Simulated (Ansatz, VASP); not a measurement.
# Two plane-wave programs on Lu

```
CELL_PARAMETERS angstrom
3.61764 0.00000 0.00000
-1.80882 3.13297 0.00000
0.00000 0.00000 2.99991
ATOMIC_POSITIONS crystal
Lu 0.00000 0.00000 0.50000
```

Alike in both runs: task relaxation of cell and atoms; functional PBE; k mesh 6 × 6 × 6; occupations gaussian, width 0.1 eV; no spin polarisation.

|  | VASP | Ansatz |
| --- | --- | --- |
| version | VASP 6.6.1 | Ansatz 0.2.0 |
| potentials or method | VASP PAW PBE potentials, release 64 (Lu) | scalar-relativistic, plane waves, PAW |
| plane-wave cutoff (eV) | 600 | 420 |
| valence electrons in the cell | 25 | 25 |

```csv
,VASP,Ansatz,Ansatz less VASP
"gap on the k mesh at the Fermi level, each at its own relaxed structure (eV)",none,none,-
relaxed volume (Å³/atom),30.85,30.99,+0.143
relaxed cell length with the largest relative difference (Å),3.194,3.201,+0.0065
energy change over the relaxation (meV/atom),-164,-166,-1.3
```

A gap of «none» marks a metal or a gap that the smearing closes.

Spin-orbit coupling is left out, which matters for the levels of Lu.
